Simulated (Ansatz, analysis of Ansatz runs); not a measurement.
## Reproducing a measured charge-transition level: Fe on the Ga site in GaP

Aim: the charge-transition level of the Fe on the Ga site in GaP, to be set beside the measurement. Set-up: PBE+U, 64-site cell, PBE lattice, 420 eV, k: the single point 1/4 1/4 1/4 then 2x2x2 shifted 0.5 0.5 0.5, U 3 eV on Fe d. The model is a cell of 64 host atoms with 1 Ga taken out and 1 Fe put in. The level is the Fermi energy at which two charge states have equal formation energy, after a correction for the images of the charge. A Hubbard U on the impurity's d shell is the cheap way to lessen its self-interaction.

**The experiment.** (0/-1) level above the valence-band top: 0.86 eV, by absorption of a p-i-n diode (quoted in “Electronic structure of transition-atom impurities in GaP”, 1985, V. A. Singh and Alex Zunger, quoting earlier work (1979)). (0/-1) level above the valence-band top: 0.82 eV, by thermal emission rates and capture cross sections (transition enthalpy) (quoted in “Electronic structure of transition-atom impurities in GaP”, 1985, V. A. Singh and Alex Zunger, quoting earlier work (1983)). The runs below try to reproduce this.

Method: plane-wave PAW DFT, PBE+U; relaxation of all atoms of a defect supercell, in Ansatz 0.2.0.

Most raw output is cut from this account.

**1. Starting point**

The cell holds 64 atoms: 31 Ga, 32 P and 1 Fe. Cell: a = 11.010 Å, b = 11.010 Å, c = 11.010 Å, α = 90.0°, β = 90.0°, γ = 90.0°. It derives from GaP (space group F-43m). Nearest the centre at fractional (0.500, 0.500, 0.500): Fe57 at 0.00 Å, P23 at 2.38 Å, P61 at 2.38 Å, P16 at 2.38 Å, P38 at 2.38 Å, Ga50 at 3.89 Å, Ga28 at 3.89 Å, Ga12 at 3.89 Å.

The host's primitive cell comes from a first run (plane-wave PAW DFT, PBE; relaxation of the host's cell and atoms): vectors of 3.893, 3.893 and 3.893 Å. That is 20.86 Å³ an atom, 3.0 % over the diffraction cell's volume. The supercell is built on it.

**2. Relaxation, charge 0**

Every later number rests on the structure around the defect, so the atoms are relaxed at the host's lattice first.

relax0/input.yaml

```yaml
relax:
  f_tol: 0.02
  max_steps: 80
  random_displacement: { amplitude: 0.05, seed: 557 }
crystal:
  lattice:
    - [11.01025696, 0.0, 0.0]
    - [0.0, 0.0, -11.01025696]
    - [0.0, 11.01025696, 0.0]
  atoms:
    - { symbol: Ga, position: [0.0, 0.0, 0.0] }
    - { symbol: Ga, position: [0.0, 0.25, 0.25] }
    - { symbol: Ga, position: [0.25, 0.0, 0.25] }
    - { symbol: Ga, position: [0.25, 0.25, 0.0] }
    - { symbol: P, position: [0.125, 0.125, 0.125] }
    - { symbol: P, position: [0.125, 0.375, 0.375] }
    - { symbol: P, position: [0.375, 0.125, 0.375] }
    - { symbol: P, position: [0.375, 0.375, 0.125] }
    - { symbol: Ga, position: [0.0, 0.0, 0.5] }
    - { symbol: Ga, position: [0.0, 0.25, 0.75] }
    - { symbol: Ga, position: [0.25, 0.0, 0.75] }
    - { symbol: Ga, position: [0.25, 0.25, 0.5] }
    - { symbol: P, position: [0.125, 0.125, 0.625] }
    - { symbol: P, position: [0.125, 0.375, 0.875] }
    - { symbol: P, position: [0.375, 0.125, 0.875] }
    - { symbol: P, position: [0.375, 0.375, 0.625] }
    - { symbol: Ga, position: [0.0, 0.5, 0.0] }
    - { symbol: Ga, position: [0.0, 0.75, 0.25] }
    - { symbol: Ga, position: [0.25, 0.5, 0.25] }
    - { symbol: Ga, position: [0.25, 0.75, 0.0] }
    - { symbol: P, position: [0.125, 0.625, 0.125] }
    - { symbol: P, position: [0.125, 0.875, 0.375] }
    - { symbol: P, position: [0.375, 0.625, 0.375] }
    - { symbol: P, position: [0.375, 0.875, 0.125] }
    - { symbol: Ga, position: [0.0, 0.5, 0.5] }
    - { symbol: Ga, position: [0.0, 0.75, 0.75] }
    - { symbol: Ga, position: [0.25, 0.5, 0.75] }
    - { symbol: Ga, position: [0.25, 0.75, 0.5] }
    - { symbol: P, position: [0.125, 0.625, 0.625] }
    - { symbol: P, position: [0.125, 0.875, 0.875] }
    - { symbol: P, position: [0.375, 0.625, 0.875] }
    - { symbol: P, position: [0.375, 0.875, 0.625] }
    - { symbol: Ga, position: [0.5, 0.0, 0.0] }
    - { symbol: Ga, position: [0.5, 0.25, 0.25] }
    - { symbol: Ga, position: [0.75, 0.0, 0.25] }
    - { symbol: Ga, position: [0.75, 0.25, 0.0] }
    - { symbol: P, position: [0.625, 0.125, 0.125] }
    - { symbol: P, position: [0.625, 0.375, 0.375] }
    - { symbol: P, position: [0.875, 0.125, 0.375] }
    - { symbol: P, position: [0.875, 0.375, 0.125] }
    - { symbol: Ga, position: [0.5, 0.0, 0.5] }
    - { symbol: Ga, position: [0.5, 0.25, 0.75] }
    - { symbol: Ga, position: [0.75, 0.0, 0.75] }
    - { symbol: Ga, position: [0.75, 0.25, 0.5] }
    - { symbol: P, position: [0.625, 0.125, 0.625] }
    - { symbol: P, position: [0.625, 0.375, 0.875] }
    - { symbol: P, position: [0.875, 0.125, 0.875] }
    - { symbol: P, position: [0.875, 0.375, 0.625] }
    - { symbol: Ga, position: [0.5, 0.5, 0.0] }
    - { symbol: Ga, position: [0.5, 0.75, 0.25] }
    - { symbol: Ga, position: [0.75, 0.5, 0.25] }
    - { symbol: Ga, position: [0.75, 0.75, 0.0] }
    - { symbol: P, position: [0.625, 0.625, 0.125] }
    - { symbol: P, position: [0.625, 0.875, 0.375] }
    - { symbol: P, position: [0.875, 0.625, 0.375] }
    - { symbol: P, position: [0.875, 0.875, 0.125] }
    - { symbol: Fe, position: [0.5, 0.5, 0.5], spin: 5.0 }
    - { symbol: Ga, position: [0.5, 0.75, 0.75] }
    - { symbol: Ga, position: [0.75, 0.5, 0.75] }
    - { symbol: Ga, position: [0.75, 0.75, 0.5] }
    - { symbol: P, position: [0.625, 0.625, 0.625] }
    - { symbol: P, position: [0.625, 0.875, 0.875] }
    - { symbol: P, position: [0.875, 0.625, 0.875] }
    - { symbol: P, position: [0.875, 0.875, 0.625] }
  host:
    repeats: [2, 2, 2]
    atoms:
      - { symbol: Ga, position: [0.0, 0.0, 0.0] }
      - { symbol: Ga, position: [0.0, 0.5, 0.5] }
      # ... 6 more atoms of the perfect host
basis:
  ecutwfc: 420
  xc_grid: 2
hamiltonian:
  xc: pbe
  hubbard: { sites: [{ species: Fe, l: d, u_eff: 3.0 }] }
kpoints:
  mp_grid: { grid: [1, 1, 1], shift: [0.25, 0.25, 0.25] }
magnetization:
  spin_polarized: true
  initial_magnetization: 5
  spin_locking: { lock_magnetization: hard }
scf:
  occupations: { method: fermi_dirac, width: 0.01 }
  max_iter: 120
output:
  forces: true
  charged_corrections:
    epsilon: 10.62
    static_epsilon: 12.85
    defect_position: [0.5, 0.5, 0.5]
checkpoint:
  write: "../relax0.run"
  compress: false
  write_wavefunctions: true
  write_every: 100000
```

Launch:

```sh
> ansatz run input.yaml --threads 4 --pin off --max-ram 14131MiB --backend cpu --events-out ev --progress --plain --runs-dir out
```

It took 9.8 min on 4 threads of Arm Neoverse V1, shared host; peak memory 4.7 GiB; 39 min of CPU time.

The steps of the relaxation:

```csv
step,energy less that of the first step (eV),largest force component (eV/Å)
1,0.0000,0.8473
2,-0.7158,0.2713
3,-0.8091,0.1196
4,-0.8174,0.0590
5,-0.8191,0.0093
6,-0.8191,0.0093
```

The atoms that moved most (Å, from the sites as typed, ahead of the random displacement, the mean shift of all atoms taken out):

```csv
atom,dx,dy,dz,length
P61,-0.025,-0.025,0.024,0.044
Fe57,-0.010,-0.010,0.011,0.018
Ga59,-0.007,-0.007,-0.013,0.016
Ga58,0.012,-0.007,0.006,0.015
Ga60,-0.007,0.012,0.006,0.015
Ga19,0.001,0.001,-0.009,0.009
Ga34,0.009,0.000,0.000,0.009
Ga12,0.000,0.009,0.000,0.009
```

Neighbours of Fe57 at the end:

```csv
atom,distance (Å)
P61,2.358
P38,2.372
P16,2.373
P23,2.374
Ga19,3.878
Ga34,3.878
Ga12,3.878
Ga44,3.889
Ga42,3.889
Ga51,3.891
Ga50,3.891
Ga27,3.891
Ga28,3.891
Ga59,3.897
Ga60,3.898
Ga58,3.899
```

Numbers from this step:

```
free energy                           : -145960.0878 eV
total moment                          : 5 μB
integral of the absolute spin density : 5.068 μB
spin contamination                    : 0.03147
```

The relaxation ends 13 meV an atom lower than the displaced start, with a largest force component of 0.0093 eV/Å.

**3. Relaxation, charge −1**

The input displaces the atoms at random before the relaxation, so that it can leave a symmetric saddle if there is one.

relax1/input.yaml

```yaml
relax:
  f_tol: 0.02
  max_steps: 80
  random_displacement: { amplitude: 0.05, seed: 557 }
crystal:
  lattice:
    - [11.01025696, 0.0, 0.0]
    - [0.0, 0.0, -11.01025696]
    - [0.0, 11.01025696, 0.0]
  atoms:
    - { symbol: Ga, position: [0.0, 0.0, 0.0] }
    - { symbol: Ga, position: [0.0, 0.25, 0.25] }
[... 9 atom lines left out ...]
    - { symbol: Ga, position: [0.25, 0.25, 0.5] }
[... 3 atom lines left out ...]
    - { symbol: P, position: [0.375, 0.375, 0.625] }
[... 2 atom lines left out ...]
    - { symbol: Ga, position: [0.25, 0.5, 0.25] }
[... 3 atom lines left out ...]
    - { symbol: P, position: [0.375, 0.625, 0.375] }
[... 4 atom lines left out ...]
    - { symbol: Ga, position: [0.25, 0.75, 0.5] }
[... 5 atom lines left out ...]
    - { symbol: Ga, position: [0.5, 0.25, 0.25] }
[... 3 atom lines left out ...]
    - { symbol: P, position: [0.625, 0.375, 0.375] }
[... 11 atom lines left out ...]
    - { symbol: Ga, position: [0.5, 0.75, 0.25] }
[... 6 atom lines left out ...]
    - { symbol: Fe, position: [0.5, 0.5, 0.5], spin: 4.0 }
    - { symbol: Ga, position: [0.5, 0.75, 0.75] }
[... 1 atom line left out ...]
    - { symbol: Ga, position: [0.75, 0.75, 0.5] }
    - { symbol: P, position: [0.625, 0.625, 0.625] }
[... 2 atom lines left out ...]
    - { symbol: P, position: [0.875, 0.875, 0.625] }
  host:
    repeats: [2, 2, 2]
    atoms:
      - { symbol: Ga, position: [0.0, 0.0, 0.0] }
      - { symbol: Ga, position: [0.0, 0.5, 0.5] }
      # ... 6 more atoms of the perfect host
total_charge: -1
basis:
  ecutwfc: 420
  xc_grid: 2
hamiltonian:
  xc: pbe
  hubbard: { sites: [{ species: Fe, l: d, u_eff: 3.0 }] }
kpoints:
  mp_grid: { grid: [1, 1, 1], shift: [0.25, 0.25, 0.25] }
magnetization:
  spin_polarized: true
  initial_magnetization: 4
  spin_locking: { lock_magnetization: hard }
scf:
  occupations: { method: fermi_dirac, width: 0.01 }
  max_iter: 120
output:
  forces: true
  charged_corrections:
    epsilon: 10.62
    static_epsilon: 12.85
    defect_position: [0.5, 0.5, 0.5]
checkpoint:
  write: "../relax1.run"
  compress: false
  write_wavefunctions: true
  write_every: 100000
```

Elapsed: 12 min, on 4 threads; peak memory 4.7 GiB.

The steps of the relaxation:

```csv
step,energy less that of the first step (eV),largest force component (eV/Å)
1,0.0000,0.9000
2,-0.7569,0.2683
3,-0.8602,0.0351
4,-0.8614,0.0188
```

The atoms that moved most (Å, from the sites as typed, ahead of the random displacement, the mean shift of all atoms taken out):

```csv
atom,dx,dy,dz,length
Ga12,0.018,0.028,-0.017,0.038
Ga60,-0.017,0.024,0.019,0.035
Ga34,0.033,0.006,-0.009,0.034
Ga58,0.029,-0.010,0.013,0.033
Ga59,-0.012,-0.011,-0.028,0.033
Ga19,0.009,0.004,-0.030,0.032
P61,-0.018,-0.009,0.019,0.027
Ga44,-0.013,-0.019,-0.014,0.027
```

Neighbours of Fe57 at the end:

```csv
atom,distance (Å)
P23,2.372
P16,2.373
P38,2.375
P61,2.378
Ga12,3.850
Ga19,3.865
Ga34,3.868
Ga28,3.872
Ga44,3.879
Ga50,3.883
Ga27,3.884
Ga60,3.885
Ga51,3.888
Ga42,3.888
Ga58,3.891
Ga59,3.895
```

Numbers from this step:

| Item | Value |
| --- | --- |
| free energy | -145953.2737 eV |
| total moment | 4 μB |
| integral of the absolute spin density | 4.134 μB |
| spin contamination | 0.03533 |

The relaxation ends 13 meV an atom lower than the displaced start, with a largest force component of 0.019 eV/Å.

**4. Single point, charge 0**

The relaxed structure is kept, and the final numbers are taken at the final level and k-points.

This step: plane-wave PAW DFT, PBE+U; single point of a defect supercell.

point0/input.yaml

```yaml
crystal:
  lattice:
    - [11.01025696, 0.0, 0.0]
    - [0.0, 0.0, -11.01025696]
    - [0.0, 11.01025696, 0.0]
  atoms:
    - { symbol: Ga, position: [-8.7483e-05, 0.000333278, -0.000285419] }
    - { symbol: Ga, position: [0.000267038, 0.250503394, 0.249916132] }
[... 13 atom lines left out ...]
    - { symbol: P, position: [0.374981137, 0.375482624, 0.624282065] }
[... 6 atom lines left out ...]
    - { symbol: P, position: [0.375070776, 0.624944141, 0.374865827] }
[... 3 atom lines left out ...]
    - { symbol: Ga, position: [0.250041923, 0.500614346, 0.749608728] }
[... 10 atom lines left out ...]
    - { symbol: P, position: [0.624478963, 0.375472881, 0.374774538] }
[... 3 atom lines left out ...]
    - { symbol: Ga, position: [0.500099731, 0.250529268, 0.749574789] }
[... 1 atom line left out ...]
    - { symbol: Ga, position: [0.749773951, 0.250532617, 0.499903748] }
[... 6 atom lines left out ...]
    - { symbol: Ga, position: [0.749797983, 0.500622483, 0.249839403] }
[... 5 atom lines left out ...]
    - { symbol: Fe, position: [0.498909301, 0.499200754, 0.498668324], spin: 5.0 }
    - { symbol: Ga, position: [0.500851781, 0.749650372, 0.748973957] }
    - { symbol: Ga, position: [0.749150678, 0.501413677, 0.748945853] }
    - { symbol: Ga, position: [0.749175427, 0.749654761, 0.500646101] }
    - { symbol: P, position: [0.622466082, 0.622995586, 0.622264167] }
[... 2 atom lines left out ...]
    - { symbol: P, position: [0.874538138, 0.874953924, 0.624574035] }
  host:
    repeats: [2, 2, 2]
    atoms:
      - { symbol: Ga, position: [0.0, 0.0, 0.0] }
      - { symbol: Ga, position: [0.0, 0.5, 0.5] }
      # ... 6 more atoms of the perfect host
basis:
  ecutwfc: 420
  xc_grid: 2
hamiltonian:
  xc: pbe
  hubbard: { sites: [{ species: Fe, l: d, u_eff: 3.0 }] }
kpoints:
  mp_grid: { grid: [2, 2, 2], shift: [0.5, 0.5, 0.5] }
magnetization:
  spin_polarized: true
  initial_magnetization: 5
  spin_locking: { lock_magnetization: hard }
scf:
  occupations: { method: fermi_dirac, width: 0.01 }
  max_iter: 120
output:
  forces: true
  charged_corrections:
    epsilon: 10.62
    static_epsilon: 12.85
    defect_position: [0.5, 0.5, 0.5]
  eigenvalues: true
checkpoint:
  read: "../relax0.run"
  write: "../point0.run"
  compress: false
  write_wavefunctions: true
  write_every: 100000
```

Run time: 7.3 min. Hardware: 4 threads; peak memory 9.1 GiB; 28 min of CPU time.

Read from the output:

| Property | Result |
| --- | --- |
| free energy | -145960.0585 eV |
| total moment | 5 μB |
| integral of the absolute spin density | 5.034 μB |
| spin contamination | 0.03151 |

**5. Single point, charge −1**

This step: plane-wave PAW DFT, PBE+U; single point of a defect supercell.

point1/input.yaml

```yaml
crystal:
  lattice:
    - [11.01025696, 0.0, 0.0]
    - [0.0, 0.0, -11.01025696]
    - [0.0, 11.01025696, 0.0]
  atoms:
    - { symbol: Ga, position: [-6.9915e-05, 0.000310804, -0.00036887] }
    - { symbol: Ga, position: [0.000422376, 0.250852693, 0.250331447] }
[... 9 atom lines left out ...]
    - { symbol: Ga, position: [0.251421397, 0.251799807, 0.502112116] }
[... 3 atom lines left out ...]
    - { symbol: P, position: [0.375595867, 0.376061298, 0.625729315] }
[... 6 atom lines left out ...]
    - { symbol: P, position: [0.37511454, 0.624961737, 0.374193295] }
[... 4 atom lines left out ...]
    - { symbol: Ga, position: [0.250868733, 0.749239514, 0.497852187] }
[... 9 atom lines left out ...]
    - { symbol: P, position: [0.624352126, 0.375905557, 0.374462522] }
[... 3 atom lines left out ...]
    - { symbol: Ga, position: [0.497855605, 0.25089121, 0.749517681] }
[... 1 atom line left out ...]
    - { symbol: Ga, position: [0.74863955, 0.251468108, 0.497848306] }
[... 12 atom lines left out ...]
    - { symbol: Fe, position: [0.498354933, 0.499401248, 0.498590825], spin: 4.0 }
    - { symbol: Ga, position: [0.502412089, 0.749028184, 0.748672214] }
    - { symbol: Ga, position: [0.748651074, 0.502766499, 0.748567364] }
    - { symbol: Ga, position: [0.748227689, 0.748513214, 0.501740614] }
    - { symbol: P, position: [0.623148185, 0.623524954, 0.623769379] }
[... 2 atom lines left out ...]
    - { symbol: P, position: [0.874516651, 0.874924499, 0.624126547] }
  host:
    repeats: [2, 2, 2]
    atoms:
      - { symbol: Ga, position: [0.0, 0.0, 0.0] }
      - { symbol: Ga, position: [0.0, 0.5, 0.5] }
      # ... 6 more atoms of the perfect host
total_charge: -1
basis:
  ecutwfc: 420
  xc_grid: 2
hamiltonian:
  xc: pbe
  hubbard: { sites: [{ species: Fe, l: d, u_eff: 3.0 }] }
kpoints:
  mp_grid: { grid: [2, 2, 2], shift: [0.5, 0.5, 0.5] }
magnetization:
  spin_polarized: true
  initial_magnetization: 4
  spin_locking: { lock_magnetization: hard }
scf:
  occupations: { method: fermi_dirac, width: 0.01 }
  max_iter: 120
output:
  forces: true
  charged_corrections:
    epsilon: 10.62
    static_epsilon: 12.85
    defect_position: [0.5, 0.5, 0.5]
  eigenvalues: true
checkpoint:
  read: "../relax1.run"
  write: "../point1.run"
  compress: false
  write_wavefunctions: true
  write_every: 100000
```

It took 7.4 min on 4 threads; peak memory 9.1 GiB.

Numbers from this step:

```
free energy                           : -145953.2721 eV
total moment                          : 4 μB
integral of the absolute spin density : 4.101 μB
spin contamination                    : 0.03484
```

**6. Charge-transition levels**

A charged cell feels its images and has its own zero of potential; this step corrects both and places the level between the host's band edges.

This step: place-levels on PBE+U runs: charge-transition levels with image-charge correction and potential alignment at the atomic sites.

levels.yaml

```yaml
host:
  run: host.point.run
  levels_from: { run: edges.run }
states: [point0.run, point1.run]
geometry_from:
  point0.run: relax0.run
  point1.run: relax1.run
  host.point.run: host.relax.run
```

Launch:

```sh
> ansatz place-levels levels.yaml -- --threads 4 --pin off --max-ram 14131MiB
```

It took 0.23 s on 4 threads.

Numbers from this step:

```yaml
gap: 1.582 eV
```

**7. Summary of results**

```
static dielectric constant used         : 12.8
band gap of the host                    : 1.58 eV
(0/-1) level above the valence-band top : 0.19 eV
time of the whole chain                 : 39 min on 4 threads
```

(0/-1) level above the valence-band top: computed 0.19 eV, measured 0.86 eV and 0.82 eV; 0.63 eV below the nearest measurement. The level is counted in a gap of 1.58 eV, and the correction is screened by a dielectric constant of 12.8 from a linear-response run on the host (PBE). Levels hang on the band edges, which semilocal functionals place too close together. The total moment is locked at the high-spin value, which doesn't force the spin onto the d shell; spin-orbit coupling, which lowers the gap of these hosts' heavier members, is left out. Limits: the total moment of each charge state is locked at an assumed value.

[Logs are printed without paths, hosts, clocks, repeated set-up lines and the standing remarks that a program may print on its own settings, such as how far it seeks lower states.]

[Hosts, paths, dates, database ids (printed as entryN), source tags and the programs' standing remarks are cut or masked in the printed files.]

[For some hosts the program warned that the k-mesh of the response run may be too coarse for force constants and the static dielectric constant; such warnings are not shown here.]
